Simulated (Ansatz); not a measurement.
Set up this calculation in Ansatz 0.2.0, as the native input.

```
Task                : single point
Functional          : PBE
Potentials or basis : Ansatz PAW
Cutoff              : 420 eV (not typed: the program's choice for these potentials)
k mesh              : 12 × 12 × 12
Occupations         : gaussian, width 0.012 eV
Spin                : no spin polarisation
```

The system is W.

```
W
1.0
    -1.58234    1.58234    1.58234
     1.58234   -1.58234    1.58234
     1.58234    1.58234   -1.58234
W
1
Direct
  0.00000 0.00000 0.00000
```

These files were run (other wordings do the same):

input.yaml

```yaml
crystal:
  lattice:
    - [-1.582345, 1.582345, 1.582345]
    - [1.582345, -1.582345, 1.582345]
    - [1.582345, 1.582345, -1.582345]
  atoms:
    - { symbol: W, position: [0.0, 0.0, 0.0] }
hamiltonian:
  xc: pbe
  pseudopotentials: { kind: paw }
kpoints:
  mp_grid: { grid: [12, 12, 12] }
scf:
  occupations: { method: gaussian, width: 0.012 }
output:
  forces: true
  stress: true
  eigenvalues: true
  write_density: true
  write_potential: true
  elf: true
  volumetric_format: npy
```

Potentials or basis: Ansatz PAW.

Run with:

```console
$ ansatz run input.yaml --threads 2 --pin off --max-ram 5632MiB --backend cpu --events-out ev --progress --plain --runs-dir out
```

It gave:

| Quantity | Value |
| --- | --- |
| Pressure | 6.0 GPa |
| Band gap on the k mesh | none (metal or under the smearing width) |

Run time: 1.1 s on 2 threads of Intel(R) Xeon(R) Processor @ 2.70GHz, on a shared host, peak memory 0.3 GiB.
